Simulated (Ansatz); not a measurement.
**How far is PAW off for SnO$_{2}$?**

```yaml
crystal:
  lattice:
    - [4.73735, 0.02369, 0.02369]
    - [0.02369, 4.73735, 0.02369]
    - [0.01593, 0.01593, 3.18640]
  atoms:
    - { symbol: Sn, position: [0.00000, 0.00000, 0.00000] }
    - { symbol: Sn, position: [0.50000, 0.50000, 0.50000] }
    - { symbol: O, position: [0.30562, 0.30562, 0.00000] }
    - { symbol: O, position: [0.19438, 0.80562, 0.50000] }
    - { symbol: O, position: [0.69438, 0.69438, 0.00000] }
    - { symbol: O, position: [0.80562, 0.19438, 0.50000] }
```

Atom numbers follow the list: Sn1, Sn2, O3, O4, O5, O6.

The conventional cell has a = 6.733 Å, b = 6.666 Å, c = 3.186 Å, α = 90.00°, β = 90.81°, γ = 90.00°. Sn (atom 1) has 6 O at 2.05 to 2.06 Å as nearest neighbours. Sn (atom 2) has 6 O at 2.04 to 2.08 Å as nearest neighbours. O (atom 3) has 3 Sn at 2.05 to 2.08 Å as nearest neighbours. O (atom 4) has 3 Sn at 2.04 to 2.05 Å as nearest neighbours.

The cell comes from COD entry 2101853, which wasn't checked; take it as a given geometry. The listed cell was then made from it by scaling, straining or moving an atom.

Spin–orbit coupling is left out, though it moves levels of the heavy atoms by tenths of an eV or more.

Levels of theory: DFT, PBE, PAW with Ansatz's default frozen-core files, scalar-relativistic (Ansatz 0.2.0); DFT, PBE, all-electron LAPW, scalar-relativistic (Ansatz 0.2.0).

For PAW: a Γ-centred 4×4×6 k mesh, Fermi–Dirac smearing of 0.03 eV, cutoff 420 eV, no spin polarisation. LAPW targets a basis error of 1 meV/atom. The Ansatz runs share mesh, smearing and spin set-up. Plane-wave (PAW) pressures include the program's estimate of the Pulay term.

Stress and pressure are positive in compression.

The change that made this cell: equal xy, yz and zx engineering shear strains of +1 %.

PAW results:

```csv
quantity,PAW
pressure (GPa),10.87
stress xx (GPa),10.10
stress zz (GPa),12.40
stress yz (GPa),-1.17
stress xz (GPa),-1.17
stress xy (GPa),-2.13
"force on O3, z (eV/Å)",0.122
band gap (eV),1.253
```

(1) What does full-potential LAPW give for the same quantities?

## Answers

(1) 
```tsv
quantity	LAPW
pressure (GPa)	10.81
stress xx (GPa)	10.05
stress zz (GPa)	12.34
stress yz (GPa)	-1.16
stress xz (GPa)	-1.16
stress xy (GPa)	-2.12
force on O3, z (eV/Å)	0.121
band gap (eV)	1.256
```
